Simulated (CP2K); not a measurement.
Bi:

```
CELL_PARAMETERS angstrom
3.43194 0.00000 0.00000
-1.14398 3.23566 0.00000
-1.14398 -1.61783 2.80217
ATOMIC_POSITIONS crystal
Bi 0.00000 0.00000 0.00000
```

This isn't the form of Bi at room conditions, which is rhombohedral.

Base run:

```yaml
Program: CP2K 2026.2
Functional: PBEsol
Potentials_or_basis: POTENTIAL_UZH Bi GTH-PBE-q5; TZVP-MOLOPT-PBE-GTH basis
Density_cutoff: 9184 eV
k_mesh: 9 × 9 × 9
Occupations: fermi-dirac, width 0.05 eV
Spin: no spin polarisation
```

Its results: band gap on the k mesh none (metal or under the smearing width); pressure 0.4 GPa.

**Question.** The run is repeated on the same cell with these changes: functional from PBEsol to optB88-vdW. What comes out?

**Answer.** Band gap on the k mesh none (metal or under the smearing width); pressure 3.8 GPa.

Caveats: the potentials were made for another functional, which shifts forces and pressure; spin-orbit coupling is left out, which moves the levels of the heavy elements; the basis of atomic orbitals isn't converged, which shifts pressures, moduli and gaps.
